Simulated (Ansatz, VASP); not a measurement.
# Cu in VASP and in Ansatz

The input INCAR:

```
SYSTEM = Cu
PREC = Accurate ; ENCUT = 520
EDIFF = 1E-6 ; ISMEAR = -1
SIGMA = 0.06 ; LREAL = .FALSE.
LASPH = .TRUE. ; NELM = 80
ALGO = Normal ; ISIF = 2
LWAVE = .FALSE. ; LCHARG = .FALSE.
GGA = PS ; NBANDS = 12
```

File KPOINTS:

```
regular mesh
0
G
  12 12 12
  0 0 0
```

POSCAR

```
Cu
1.0
    0.0000000000      1.7547400000      1.7547400000
    1.7547400000      0.0000000000      1.7547400000
    1.7547400000      1.7547400000      0.0000000000
Cu
1
Direct
    0.0000000000      0.0000000000      0.0000000000
```

Input for Ansatz:

```yaml
crystal:
  atoms:
  - position: [0.0, 0.0, 0.0]
    symbol: Cu
  lattice:
  - [0.0, 1.75474, 1.75474]
  - [1.75474, 0.0, 1.75474]
  - [1.75474, 1.75474, 0.0]
hamiltonian:
  dispersion: none
  pseudopotentials:
    dirac_shells:
      Cu: [2p]
    kind: all_electron
    lapw: {}
    relativity: scalar
  xc: pbesol
kpoints:
  mp_grid:
    grid: [12, 12, 12]
    shift: [0, 0, 0]
magnetization: {spin_polarized: false}
output: {forces: true, stress: true}
scf:
  occupations: {method: fermi_dirac, width: 0.06}
```

Alike in both runs: task single point; functional PBEsol; k mesh 12 × 12 × 12; occupations fermi-dirac, width 0.06 eV; no spin polarisation.

```csv
,VASP,Ansatz
version,VASP 6.6.1,Ansatz 0.2 development build
potentials or method,"VASP PAW PBE potentials, release 64 (Cu)","all-electron full-potential LAPW, scalar-relativistic"
plane-wave cutoff (eV),520,see its input
```

|  | VASP | Ansatz | Ansatz less VASP |
| --- | --- | --- | --- |
| pressure (GPa) | 9.3 | 8.6 | -0.72 |

Ansatz ran all-electron here, so the differences hold the error of VASP's frozen core and of both bases.

Caveats: the PAW data sets were made with another functional, which shifts forces and pressure a little (VASP).
